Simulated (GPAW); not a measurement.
Set up this calculation in GPAW 26.7.0, as an ASE script.

* Task: magnons
* Functional: LDA
* Potentials or basis: the program's PAW data sets (release 1.2.1) made for this functional
* Cutoff: 450 eV
* Basis: pw
* k mesh: 10 × 10 × 6
* Occupations: fermi-dirac, width 0.05 eV
* Spin: collinear spin, ferromagnetic start
* Starting moments: [3.0, 3.0] μB
* Lines: 2
* Response ecut: 150 eV
* Maxiter: 150
* Response k mesh: 10 × 10 × 6
* Response bands: 27
* Sites: [0, 1]
* Site radius: 1.179
* Q points: [[0.0, 0.0, 0.0], [0.1, 0.0, 0.0], [0.2, 0.0, 0.0], [0.3, 0.0, 0.0], [0.1, 0.1, 0.0], [0.2, 0.2, 0.0], [0.3, 0.3, 0.0]]

Co:

```
Co
1.0
     2.48837    0.00000    0.00000
    -1.24419    2.15499    0.00000
     0.00000    0.00000    4.04777
Co
2
Cartesian
  1.2442 0.7183 3.0358
  0.0000 1.4367 1.0119
```

One way to write it, as run:

run.py

```python
import numpy as np
from ase import Atoms
from ase.dft.bandgap import bandgap
from ase.io import write
from gpaw import GPAW, PW
from gpaw.response import ResponseContext, ResponseGroundStateAdapter
from gpaw.response.chiks import ChiKSCalculator
from gpaw.response.heisenberg import calculate_fm_magnon_energies
from gpaw.response.localft import LocalFTCalculator
from gpaw.response.mft import IsotropicExchangeCalculator
from gpaw.response.site_kernels import SphericalSiteKernels

atoms = Atoms(['Co', 'Co'],
              cell=[[2.4883712406, 0.0, 0.0],
                    [-1.2441856203, 2.1549927084, 0.0],
                    [0.0, 0.0, 4.0477749493]],
              scaled_positions=[[0.6666666667, 0.3333333333, 0.75],
                                [0.3333333333, 0.6666666667, 0.25]],
              pbc=True)
atoms.set_initial_magnetic_moments([3.0, 3.0])

calc = GPAW(mode=PW(450),
            xc='LDA',
            kpts={'size': (10, 10, 6), 'gamma': True},
            occupations={'name': 'fermi-dirac', 'width': 0.05},
            nbands=21,
            convergence={'density': 0.0001},
            maxiter=150,
            txt='gpaw.txt')
atoms.calc = calc
energy = atoms.get_potential_energy()
calc.write('gs.gpw')
write('result.traj', atoms)
print(f'Energy: {energy:.6f} eV')
print('Moments:', calc.get_magnetic_moments().round(3))
print('Fermi level:', round(calc.get_fermi_level(), 4), 'eV')
print(f'Gap: {bandgap(calc)[0]:.4f} eV, direct: {bandgap(calc, direct=True)[0]:.4f} eV')

dense = calc.fixed_density(kpts={'size': (10, 10, 6), 'gamma': True},
                           nbands=33, convergence={'bands': 27, 'eigenstates': 1e-12},
                           update_fermi_level=True, maxiter=300, txt='dense.txt')
dense.write('dense.gpw', mode='all')

sites = [0, 1]
moments = calc.get_magnetic_moments()[sites]
q_qc = np.array([[0.0, 0.0, 0.0], [0.1, 0.0, 0.0], [0.2, 0.0, 0.0], [0.3, 0.0, 0.0], [0.1, 0.1, 0.0], [0.2, 0.2, 0.0], [0.3, 0.3, 0.0]])
gs = ResponseGroundStateAdapter.from_gpw_file('dense.gpw')
context = ResponseContext(txt='mft.txt')
chiks = ChiKSCalculator(gs, context, ecut=150, nbands=27, gammacentered=True)
exchange = IsotropicExchangeCalculator(chiks, LocalFTCalculator.from_rshe_parameters(gs, context))
kernels = SphericalSiteKernels(atoms.positions[sites], [[1.179] * len(sites)])
J_qab = np.array([exchange(q_c, kernels)[..., 0] for q_c in q_qc])
E_qn = calculate_fm_magnon_energies(J_qab, q_qc, moments)
np.savetxt('exchange.dat', np.c_[q_qc, 1000 * J_qab.real.reshape((len(q_qc), -1))], fmt='%.4f')
np.savetxt('magnons.dat', np.c_[q_qc, 1000 * E_qn.real], fmt='%.4f')
for q_c, E_n in zip(q_qc, E_qn):
    print(q_c.round(4), 'magnon energies (meV):', (1000 * E_n.real).round(2))
```

Potentials or basis: the program's PAW data sets (release 1.2.1) made for this functional, pw.

The run is started by

```bash
$ OMP_NUM_THREADS=1 python run.py
```

It gave:

```yaml
Band_gap_on_the_k_mesh: none (metal or under the smearing width)
Net_moment: 3.25 μB per cell
Site_moments: Co +1.67 μB
```

Caveat: the number of bands moves the energies at small q by some ten meV; the exchange constants hang on this mesh and on the site radius; magnon energies are noisy on this mesh.

It took 6.6 min on 1 thread of Arm Neoverse V1, with other jobs on the host, peak memory 0.35 GiB.
